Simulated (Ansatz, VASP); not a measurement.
## GaP in VASP and in Ansatz

The input INCAR:

```
SYSTEM = GaP
  PREC = Accurate
  ENCUT = 520
  EDIFF = 1E-6
  ISMEAR = 0
  SIGMA = 0.05
  LREAL = .FALSE.
  LASPH = .TRUE.
  NELM = 80
  ALGO = Normal
  ISIF = 2
  LWAVE = .FALSE.
  LCHARG = .FALSE.
  GGA = PS
  NBANDS = 16
```

File KPOINTS:

```
Automatic mesh
0
G
  10 10 10
  0 0 0
```

File POSCAR:

```
GaP
1.0
    0.0000000000      2.7683497943      2.6953069752
    2.6953069752      0.0000000000      2.6953069752
    2.6953069752      2.7683497943      0.0000000000
Ga P
1 1
Direct
    0.0000000000      0.0000000000      0.0000000000
    0.7500000000      0.7500000000      0.7500000000
```

Input for Ansatz:

```yaml
crystal:
  lattice:
    - [0.0, 2.7683497943, 2.6953069752]
    - [2.6953069752, 0.0, 2.6953069752]
    - [2.6953069752, 2.7683497943, 0.0]
  atoms:
    - { symbol: Ga, position: [0.0, 0.0, 0.0] }
    - { symbol: P, position: [0.75, 0.75, 0.75] }
basis:
  ecutwfc: 420
kpoints:
  mp_grid: { grid: [10, 10, 10] }
hamiltonian:
  xc: pbesol
  pseudopotentials: { kind: paw, azcp: { folder: soft_1 } }
scf:
  occupations: { method: gaussian, width: 0.05 }
output:
  forces: true
  stress: true
  eigenvalues: true
```

Alike in both runs: task single point; functional PBEsol; k mesh 10 × 10 × 10; occupations gaussian, width 0.05 eV; no spin polarisation.

```csv
,VASP,Ansatz
version,VASP 6.6.1,Ansatz 0.2.0
potentials or method,"VASP PAW PBE potentials, release 64 (Ga_d, P)","scalar-relativistic, plane waves, PAW"
plane-wave cutoff (eV),520,420
valence electrons in the cell,18,18
```

|  | VASP | Ansatz | Ansatz less VASP |
| --- | --- | --- | --- |
| gap on the k mesh at the Fermi level (eV) | 1.34 | 1.34 | -0.001 |
| least direct gap on the mesh (eV) | 1.75 | 1.74 | -0.007 |
| pressure (GPa) | -0.1 | 0.0 | +0.11 |
| largest component of the traceless stress (GPa) | 1.40 | 1.39 | -0.005 |

Ansatz warned: «pseudo_functional_mismatch».

Caveats: the PAW data sets were made with another functional, which shifts forces and pressure a little (VASP). A k mesh can miss the band edges.
